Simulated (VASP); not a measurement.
Set up this calculation in VASP 6.6.1, as the native input.

```
Task                   : band structure
Functional             : RPBE
Potentials or basis    : VASP PAW PBE potentials, release 64 (Mn_pv, F)
Cutoff                 : 520 eV
k mesh                 : 6 × 6 × 8
Occupations            : fermi-dirac, width 0.05 eV
Spin                   : collinear spin, ferromagnetic start
Starting moments       : [4.0, 4.0, 0.0, 0.0, 0.0, 0.0] μB
Further INCAR settings : ALGO = Normal; EDIFF = 1e-07; NBANDS = 40
```

The structure of MnF2 lies in POSCAR:

```
MnF2
1.0
    4.8738000000      0.0000000000      0.0000000000
    0.0000000000      4.8738000000      0.0000000000
    0.0000000000      0.0000000000      3.3107000000
Mn F
2 4
Direct
    0.5000000000      0.5000000000      0.5000000000
    0.0000000000      0.0000000000      0.0000000000
    0.8053000000      0.1947000000      0.5000000000
    0.6947000000      0.6947000000      0.0000000000
    0.1947000000      0.8053000000      0.5000000000
    0.3053000000      0.3053000000      0.0000000000
```

One way to write it, as run:

INCAR

```
SYSTEM = MnF2
PREC = Accurate
ENCUT = 520
EDIFF = 1E-7
ISMEAR = -1
SIGMA = 0.05
LREAL = .FALSE.
LASPH = .TRUE.
NELM = 150
ALGO = Normal
ISIF = 2
LWAVE = .FALSE.
LCHARG = .FALSE.
ISPIN = 2
MAGMOM = 4 4 0 0 0 0
LORBIT = 11
LMAXMIX = 4
GGA = RP
NBANDS = 40
```

KPOINTS

```
Automatic mesh
0
G
  6 6 8
  0 0 0
```

KPOINTS_OPT

```
path GXMGZRAZ,XR,MA
10
line-mode
reciprocal
 0.0000000000  0.0000000000  0.0000000000  G
 0.0000000000  0.5000000000  0.0000000000  X

 0.0000000000  0.5000000000  0.0000000000  X
 0.5000000000  0.5000000000  0.0000000000  M

 0.5000000000  0.5000000000  0.0000000000  M
 0.0000000000  0.0000000000  0.0000000000  G

 0.0000000000  0.0000000000  0.0000000000  G
 0.0000000000  0.0000000000  0.5000000000  Z

 0.0000000000  0.0000000000  0.5000000000  Z
 0.0000000000  0.5000000000  0.5000000000  R

 0.0000000000  0.5000000000  0.5000000000  R
 0.5000000000  0.5000000000  0.5000000000  A

 0.5000000000  0.5000000000  0.5000000000  A
 0.0000000000  0.0000000000  0.5000000000  Z

 0.0000000000  0.5000000000  0.0000000000  X
 0.0000000000  0.5000000000  0.5000000000  R

 0.5000000000  0.5000000000  0.0000000000  M
 0.5000000000  0.5000000000  0.5000000000  A
```

Potentials or basis: VASP PAW PBE potentials, release 64 (Mn_pv, F).

Command:

```bash
$ cat potpaw_PBE.64/Mn_pv/POTCAR potpaw_PBE.64/F/POTCAR > POTCAR
$ mpirun -np 1 vasp_std > vasp.out
```

Results of the run:

```
Pressure                                              : 8.0 GPa
Largest force                                         : 0.079 eV/Å
Band gap on the k mesh                                : 1.35 eV, direct
Band gap along the path                               : 1.35 eV, direct
Net moment                                            : 10.00 μB per cell
Site moments                                          : Mn +4.60; F +0.09 μB
Valence electrons inside the program's atomic spheres : Mn 11.25; F 6.12
```

Caveat: the PAW data sets were made with another functional, which shifts forces and pressure a little; only a ferromagnetic start was run, and an antiferromagnetic order may lie lower in energy.

Wall time 3.4 min on 1 thread of Intel(R) Xeon(R) 6975P-C (Granite Rapids), with other jobs on the host, peak memory 0.49 GiB.
